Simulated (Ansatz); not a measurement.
A computed series for GeO2: response to strain

Consider GeO$_{2}$ (space group P3_121, No. 152; a = 4.989 Å, c = 5.675 Å).

Strains are applied to the cell and any free atomic positions relax.

The values are results of r2SCAN (Ansatz, an electronic-structure program, PAW, spin-orbit coupling left out), not measurements.

Notes on the quantities. pressure: mean of the normal stresses, compression positive.

```json
[
 {"isotropic strain (%)": "-0.32", "pressure (GPa)": "0.4"},
 {"isotropic strain (%)": "0", "pressure (GPa)": "0.0"},
 {"isotropic strain (%)": "0.76", "pressure (GPa)": "?"},
 {"isotropic strain (%)": "0.9", "pressure (GPa)": "-1.1"}
]
```

Task: Fit P = P₀ − Bδ with δ = (1 + ε)³ − 1 to the rows shown and predict the withheld row.

Result: Least squares on the printed values gives P₀ = 0.0 GPa, B = 40.7 GPa (a mean over the range) (at held cell shape) (largest residual 0.0 GPa); this predicts -0.9 GPa, and the run gives -0.9 GPa, in agreement.

Whether these cells are dynamically stable was not tested.
